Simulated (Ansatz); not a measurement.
# CoSn$_{2}$: how the plane-wave cutoff moves the results

These are results of Ansatz 0.2.0, DFT PBEsol, scalar-relativistic, plane waves, PAW, not measurements.

```
Co Sn
1.0
    -3.18250    3.18250    2.72850
     3.18250   -3.18250    2.72850
     3.18250    3.18250   -2.72850
Co Sn
2 4
Direct
  0.25000 0.25000 0.00000
  0.75000 0.75000 0.00000
  0.65800 0.15800 0.81600
  0.15800 0.34200 0.50000
  0.34200 0.84200 0.18400
  0.84200 0.65800 0.50000
```

| Item | Value |
| --- | --- |
| Γ-centred k-mesh | 8×8×8 |
| occupation rule | Gaussian smearing, 0.1 eV |
| spin treatment | unpolarised |
| valence charge of the PAW sets | Co 17, Sn 14 |

The atoms are held and the plane-wave cutoff is swept. Energies are extrapolated to zero smearing and count from the reference run, 850 eV. The cell isn't necessarily relaxed at this level. Pressure is positive in compression and holds a correction for the finite cutoff (Pulay stress).

Times are rough; the reference took 2.2 min on 1 thread of Intel(R) Xeon(R) Processor @ 2.50GHz (Skylake/Cascade Lake), on a shared host, peak memory 0.98 GiB.

```
cutoff (eV)  ΔE (meV/atom) P (GPa) largest change of a force component (eV/Å) plane waves at Γ  wall time (s)
        150          61970   -27.32                                       0.398               473             11
        200          10560   -11.22                                       0.116               703             14
        250           1672     1.20                                       0.099               995             19
        300              ?        ?                                           ?                 ?              ?
        350           19.7    -3.97                                       0.002              1609             28
        380              ?        ?                                           ?                 ?              ?
        420           2.11    -4.09                                       0.000              2169             44
        460           1.10    -4.11                                       0.000              2497             38
        520              ?        ?                                           ?                 ?              ?
        600              ?        ?                                           ?                 ?              ?
        700           0.07    -4.12                                       0.000              4679             75
        850           0.00    -4.12                                       0.000              6185            130
```

(1) Fill in the withheld rows.

Answers

(1) The withheld rows:

```
cutoff (eV)  ΔE (meV/atom) P (GPa) largest change of a force component (eV/Å) plane waves at Γ  wall time (s)
        300            209    -4.06                                       0.001              1319             25
        380           5.35    -4.06                                       0.001              1865             32
        520           0.56    -4.12                                       0.000              3023             46
        600           0.33    -4.12                                       0.000              3707             81
```

1 further run of this set didn't finish or converge.